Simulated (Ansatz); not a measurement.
# NaCl

Computed with Ansatz (plane waves, PAW, 420 eV cutoff): PBEsol, scalar-relativistic, no spin polarisation, 10×10×10 k-mesh, Gaussian smearing of 0.05 eV; PAW files: Ansatz's generated set soft_2.

```
Na Cl
1.0
     3.44755    0.00000    0.00000
     0.00000    3.44755    0.00000
     0.00000    0.00000    3.44755
Na Cl
1 1
Cartesian
  0.0000 0.0000 0.0000
  1.7238 1.7238 1.7238
```

The chain of runs began from a cell as deposited in COD, expanded in volume.

The cell is relaxed to zero pressure at this level.

The cell has space group Pm-3m (read at 0.01 Å). In it the stress is -0.02, -0.02, -0.02, 0.00, 0.00, 0.00 GPa and the largest force component 0.000 eV/Å. Each change below starts from this cell, without further relaxation. Stress is in GPa, positive in compression, in the order xx, yy, zz, yz, xz, xy; energies are counted from the cell above.

Task: What happens when atom 2 (Cl) is moved by 0.12 Å along z?

Result: The energy changes by 3.6 meV per cell, and the force on it along the shift is -0.059 eV/Å (−F/u = 0.50 eV/Å²). Stress: 0.11, 0.11, 0.11, 0.00, 0.00, 0.00.
```
atom  Fx (eV/Å)     Fy      Fz
 Na1      0.000  0.000   0.060
 Cl2      0.000  0.000  -0.059
```
In a harmonic crystal the energy would rise by −½F·u = ½ × 0.50 × 0.12² eV = 3.6 meV, which matches.

Task: What stress follows from an engineering strain of -1 % in xz, atoms carried along?

Result: -0.01, -0.01, -0.01, 0.00, -0.01, 0.00 GPa; the energy changes by 0.0 meV per cell.

